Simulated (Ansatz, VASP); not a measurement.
Two plane-wave programs on AlNi3

File INCAR:

```
SYSTEM = AlNi3
PREC     = Accurate       ! precision mode
ENCUT    = 520            ! plane-wave cutoff, eV
EDIFF    = 1E-6           ! SCF threshold, eV
ISMEAR   = -5             ! smearing method
SIGMA    = 0.1            ! smearing width, eV
LREAL    = .FALSE.        ! projectors in reciprocal space
LASPH    = .TRUE.         ! aspherical terms in the spheres
NELM     = 80             ! most SCF steps
ALGO     = Normal         ! electronic algorithm
ISIF     = 2              ! what is computed and relaxed
LWAVE    = .FALSE.        ! write WAVECAR
LCHARG   = .FALSE.        ! write CHGCAR
GGA      = PE             ! functional
NBANDS   = 24             ! bands
```

KPOINTS

```
regular mesh
0
G
  4 4 4
  0 0 0
```

POSCAR

```
AlNi3
1.0
    3.5230547267      0.0000000000      0.0000000000
    0.0000000000      3.5230547267      0.0000000000
    0.0000000000      0.0000000000      3.5230547267
Al Ni
1 3
Direct
    0.0000000000      0.0000000000      0.0000000000
    0.0000000000      0.5000000000      0.5000000000
    0.5000000000      0.0000000000      0.5000000000
    0.5000000000      0.5000000000      0.0000000000
```

Input for Ansatz:

```yaml
crystal:
  lattice:
    - [3.5230547267, 0.0, 0.0]
    - [0.0, 3.5230547267, 0.0]
    - [0.0, 0.0, 3.5230547267]
  atoms:
    - { symbol: Al, position: [0.0, 0.0, 0.0] }
    - { symbol: Ni, position: [0.0, 0.5, 0.5] }
    - { symbol: Ni, position: [0.5, 0.0, 0.5] }
    - { symbol: Ni, position: [0.5, 0.5, 0.0] }
basis:
  ecutwfc: 420
kpoints:
  mp_grid: { grid: [4, 4, 4] }
hamiltonian:
  xc: pbe
scf:
  occupations: { method: tetrahedron }
  n_extra_bands: 5
output:
  forces: true
  stress: true
  eigenvalues: true
```

Alike in both runs: task single point; functional PBE; k mesh 4 × 4 × 4; occupations tetrahedron; no spin polarisation.

|  | VASP | Ansatz |
| --- | --- | --- |
| version | VASP 6.6.1 | Ansatz 0.2.0 |
| potentials or method | VASP PAW PBE potentials, release 64 (Al, Ni) | scalar-relativistic, plane waves, PAW |
| plane-wave cutoff (eV) | 520 | 420 |
| valence electrons in the cell | 33 | 57 |

|  | VASP | Ansatz | Ansatz less VASP |
| --- | --- | --- | --- |
| gap on the k mesh at the Fermi level (eV) | none | none | - |
| pressure (GPa) | 6.7 | 6.8 | +0.11 |

A gap of «none» marks a metal or a gap that the smearing closes. With one functional, cell and mesh, what is left measures potentials, basis and numerics. The two sets of potentials don't hold the same shells in valence. Ansatz warned: «band_table_not_solved_further».

Caveats: the k mesh is coarse (spacing up to 0.45 Å⁻¹), so the values aren't converged; tetrahedron occupations give inexact forces and stress in metals. Spin polarisation is off, so any magnetic state and its effect on volume and gap are missing.
